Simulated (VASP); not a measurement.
# Si3Ge (I4/mmm) in VASP: relaxation of cell and atoms with PBE

Aim: the relaxation of cell and atoms of Si3Ge with PBE.

Everything below comes from runs of VASP 6.6.1. Logs are shortened: lines on timing, memory, paths and dates and some standing lists are left out, and cuts for length are marked.

**1. The structure**

The structure is tetragonal, space group I4/mmm (No. 139). Conventional cell: a = 3.834 Å, b = 3.834 Å, c = 8.354 Å, α = 90.00°, β = 90.00°, γ = 90.00°. Si (site symmetry -4m2) has 8 Si at 2.71 to 2.83 Å and 4 Ge at 2.83 Å as nearest neighbours. Si (site symmetry 4/mmm) has 4 Ge at 2.71 Å and 8 Si at 2.83 Å as nearest neighbours. Around Ge (site symmetry 4/mmm) lie 12 Si at 2.71 to 2.83 Å.

The cell was built by a generator and needn't be a form met in nature.

**2. Relaxation of cell and atoms, PBE**

The input, INCAR:

```
SYSTEM = Si3Ge
PREC = Normal
ENCUT = 520
EDIFF = 1E-4
ISMEAR = 0
SIGMA = 0.15
LREAL = .FALSE.
LASPH = .TRUE.
NELM = 60
ALGO = Fast
ISIF = 3
LWAVE = .FALSE.
LCHARG = .FALSE.
GGA = PE
IBRION = 2
NSW = 24
EDIFFG = -0.08
```

The input, KPOINTS:

```
regular mesh
0
G
  8 8 8
  0 0 0
```

The input, POSCAR:

```
Si3Ge
1.0
   -1.9168820700      1.9168820700      4.1771164200
    1.9168820700     -1.9168820700      4.1771164200
    1.9168820700      1.9168820700     -4.1771164200
Si Ge
3 1
Direct
    0.7500000000      0.2500000000      0.5000000000
    0.2500000000      0.7500000000      0.5000000000
    0.5000000000      0.5000000000      0.0000000000
    0.0000000000      0.0000000000      0.0000000000
```

Potentials or basis: VASP PAW PBE potentials, release 64 (Si, Ge_d).

Command:

```
cat potpaw_PBE.64/Si/POTCAR potpaw_PBE.64/Ge_d/POTCAR > POTCAR
mpirun -np 1 vasp_std > vasp.out
```

OUTCAR:

```text
SYSTEM = Si3Ge
   PREC = Normal
   ENCUT = 520
   EDIFF = 1E-4
   ISMEAR = 0
   LREAL = .FALSE.
   LASPH = .TRUE.
   NELM = 60
   ISIF = 3
   GGA = PE
   IBRION = 2
   NSW = 24
   EDIFFG = -0.08

 ion  position               nearest neighbor table
   1  0.750  0.250  0.500-   2 2.71   2 2.71   2 2.71   2 2.71   4 2.83   3 2.83   4 2.83   4 2.83
                             3 2.83   3 2.83   4 2.83   3 2.83
   2  0.250  0.750  0.500-   1 2.71   1 2.71   1 2.71   1 2.71   4 2.83   3 2.83   4 2.83   3 2.83
                             4 2.83   4 2.83   3 2.83   3 2.83
   3  0.500  0.500  0.000-   4 2.71   4 2.71   4 2.71   4 2.71   2 2.83   1 2.83   2 2.83   1 2.83
                             2 2.83   2 2.83   1 2.83   1 2.83
   4  0.000  0.000  0.000-   3 2.71   3 2.71   3 2.71   3 2.71   2 2.83   1 2.83   2 2.83   2 2.83
                             1 2.83   1 2.83   2 2.83   1 2.83

  LATTYP: Found a body centered tetragonal cell.
 ALAT       =     3.8337641400
 C/A-ratio  =     2.1791201897

  Lattice vectors:

 A1 = (  -1.9168820700,   1.9168820700,   4.1771164200)
 A2 = (   1.9168820700,  -1.9168820700,   4.1771164200)
 A3 = (   1.9168820700,   1.9168820700,  -4.1771164200)

Analysis of symmetry for initial positions (statically):
=====================================================================
 Subroutine PRICEL returns:
 Original cell was already a primitive cell.

 Routine SETGRP: Setting up the symmetry group for a
 body centered tetragonal supercell.

 Subroutine GETGRP returns: Found 16 space group operations
 (whereof 16 operations were pure point group operations)
 out of a pool of 16 trial point group operations.

The static configuration has the point symmetry D_4h.

Analysis of symmetry for dynamics (positions and initial velocities):
=====================================================================
 Subroutine PRICEL returns:
 Original cell was already a primitive cell.

 Routine SETGRP: Setting up the symmetry group for a
 body centered tetragonal supercell.

 Subroutine GETGRP returns: Found 16 space group operations
 (whereof 16 operations were pure point group operations)
 out of a pool of 16 trial point group operations.

The dynamic configuration has the point symmetry D_4h.

 Subroutine INISYM returns: Found 16 space group operations
 (whereof 16 operations are pure point group operations),
 and found     1 'primitive' translations

----------------------------------------------------------------------------------------

                                     Primitive cell

[... 109 lines left out ...]
   ISMEAR =     0;   SIGMA  =   0.15  broadening in eV -4-tet -1-fermi 0-gaus
   EFERMI_NEDOS =   21; number of points for ismear=-14 and -15
   IALGO  =     68    algorithm
   IMIX   =      4    mixing-type and parameters
     AMIX     =   0.40;   BMIX     =  1.00
     AMIX_MAG =   1.60;   BMIX_MAG =  1.00
  volume/ion in A,a.u.               =      15.35       103.58
  Fermi-wavevector in a.u.,A,eV,Ry     =   1.229391  2.323213 20.563888  1.511403
  Thomas-Fermi vector in A             =   2.364280
   LORBIT       =      0    0 simple, 1 ext, 2 COOP (PROOUT), +10 PAW based schemes
   GGA     = PE    functional components
   LHFCALC =     F    Hartree Fock is set to
   AEXX    =    0.0000 exact exchange contribution
   IVDW    =     0    specifies the selected vdW correction
   LEPSILON=     F    determine dielectric tensor
   LRPA    =     F    only Hartree local field effects (RPA)
 conjugate gradient relaxation of ions
 non-spin polarized calculation
 RMM-DIIS sequential band-by-band and
 Gauss-broadening in eV      SIGMA  =   0.15
  energy-cutoff  :      520.00
  volume of cell :       61.39
 maximum number of plane-waves:      1670
   NGX = 19   NGY = 19   NGZ = 19

--------------------------------------- Ionic step        1  -------------------------------------------

 number of electron      26.0000004 magnetization

 Free energy of the ion-electron system (eV)
  ---------------------------------------------------
  ext. energy  EPLUGINS =         0.00000000
  ---------------------------------------------------
  free energy    TOTEN  =       -18.56901247 eV

  energy without entropy =      -18.55002987  energy(sigma->0) =      -18.55952117

------------------------ aborting loop because EDIFF is reached ----------------------------------------

  FORCE on cell =-STRESS in cart. coord.  units (eV):
  Direction    XX          YY          ZZ          XY          YZ          ZX
  --------------------------------------------------------------------------------------
  -------------------------------------------------------------------------------------
  Total        1.0400691      1.0400691      2.3577943      0.0000000      0.0000000     -0.0000000
  in kB       27.1422239     27.1422239     61.5303133      0.0000000      0.0000000     -0.0000000
  external PRESSURE =      38.6049204 kB  Pullay stress =       0.0000000 kB
[... 291 lines left out ...]
--------------------------------------- Ionic step        9  -------------------------------------------

 number of electron      25.9999961 magnetization

 Free energy of the ion-electron system (eV)
  ---------------------------------------------------
  ext. energy  EPLUGINS =         0.00000000
  ---------------------------------------------------
  free energy    TOTEN  =       -18.63021573 eV

  energy without entropy =      -18.61703448  energy(sigma->0) =      -18.62362510

 E-fermi :   8.7893     XC(G=0): -11.1232

 val. band max:        8.7831186636   @ k =  -0.2500   0.2500   0.2500
 cond. band min:       8.7936635251   @ k =  -0.1250   0.1250   0.0000
 fundamental gap:      0.0105448615
 Fermi energy:         8.7892889712

 k-point     1 :       0.0000    0.0000    0.0000
  band No.  band energies     occupation
      1     -15.9577      2.00000
      2     -15.9441      2.00000
      3     -15.9441      2.00000
      4     -15.9321      2.00000
      5     -15.9292      2.00000
      6      -5.0169      2.00000
[... 457 lines left out ...]
      4     -15.9391      2.00000
      5     -15.9172      2.00000
      6      -1.6379      2.00000
[... 9 lines left out ...]
     16      13.1260      0.00000
     17      13.2233      0.00000

 [... further k-points ...]

------------------------ aborting loop because EDIFF is reached ----------------------------------------

  FORCE on cell =-STRESS in cart. coord.  units (eV):
  Direction    XX          YY          ZZ          XY          YZ          ZX
  --------------------------------------------------------------------------------------
  -------------------------------------------------------------------------------------
  Total       -0.1784513     -0.1784513     -0.2752376      0.0000000      0.0000000      0.0000000
  in kB       -4.4610481     -4.4610481     -6.8805778      0.0000000      0.0000000      0.0000000
  external PRESSURE =      -5.2675580 kB  Pullay stress =       0.0000000 kB
[... 19 lines left out ...]
  FREE ENERGIE OF THE ION-ELECTRON SYSTEM (eV)
  ---------------------------------------------------
  free  energy   TOTEN  =       -18.6302157270 eV

  energy  without entropy=      -18.6170344777  energy(sigma->0) =      -18.62362510

 reached required accuracy - stopping structural energy minimisation
```

It took 2.9 min on 1 thread of Intel Xeon Platinum 8259CL at 2.50GHz (Skylake/Cascade Lake), shared host; peak memory 0.19 GiB.

What came out:

- Free energy: -18.6302 eV
- Relaxed volume: 16.02 Å³/atom
- Relaxed cell: a = 5.146 Å, b = 5.146 Å, c = 5.146 Å, α = 136.35°, β = 136.35°, γ = 63.44°
- Space group after relaxing (to 0.05 Å): I4/mmm (No. 139)
- Energy gained by relaxing: 15.3 meV/atom
- Ionic steps: 9
- Pressure after relaxing: -0.5 GPa
- Band gap on the k mesh: none (metal or under the smearing width)

Stress tensor (GPa, compression positive):
```
-0.45  0.00  0.00
 0.00 -0.45  0.00
 0.00  0.00 -0.69
```

The path:
| step | energy change (eV) | largest force (eV/Å) | pressure (GPa) | volume (Å³) |
| --- | --- | --- | --- | --- |
| 1 | 0.0000 | 0.0000 | 3.86 | 61.39 |
| 2 | -0.0401 | 0.0000 | -0.86 | 64.73 |
| 3 | -0.0402 | 0.0000 | -0.62 | 64.61 |
| 4 | -0.0571 | 0.0000 | -1.14 | 64.70 |
| 5 | -0.0592 | 0.0000 | -0.81 | 64.73 |
| 6 | -0.0568 | 0.0000 | -1.14 | 64.78 |
| 7 | -0.0594 | 0.0000 | -1.01 | 64.74 |
| 8 | -0.0607 | 0.0000 | 0.75 | 63.72 |
| 9 | -0.0612 | 0.0000 | -0.53 | 64.09 |

Final structure:
```cif
data_structure
_symmetry_space_group_name_H-M 'P 1'
_symmetry_Int_Tables_number 1
_cell_length_a 5.1462
_cell_length_b 5.1462
_cell_length_c 5.1462
_cell_angle_alpha 136.351
_cell_angle_beta 136.351
_cell_angle_gamma 63.438
_cell_volume 64.09
loop_
_atom_site_label
_atom_site_type_symbol
_atom_site_fract_x
_atom_site_fract_y
_atom_site_fract_z
_atom_site_occupancy
Si1 Si 0.75000 0.25000 0.50000 1
Si2 Si 0.25000 0.75000 0.50000 1
Si3 Si 0.50000 0.50000 0.00000 1
Ge1 Ge 0.00000 0.00000 0.00000 1
```

Levels at points of the mesh, in eV from the Fermi level:
| k point | band 11 | band 12 | band 13 | band 14 | band 15 | band 16 |
| --- | --- | --- | --- | --- | --- | --- |
| (0.00, 0.00, 0.00) | -2.54 | -2.46 | -2.42 | -2.42 | -0.45 | -0.20 |
| (0.50, 0.00, 0.00) | -1.34 | -0.99 | -0.77 | 0.73 | 0.99 | 1.98 |
| (0.50, 0.50, 0.00) | -6.29 | -1.68 | -1.57 | -1.07 | -0.89 | 5.91 |
| (0.50, 0.50, 0.50) | -3.36 | 1.68 | 1.68 | 2.70 | 2.73 | 2.87 |

Caveat: the relaxation stopped at a loose force limit of 0.08 eV/Å, so its end isn't a converged minimum.
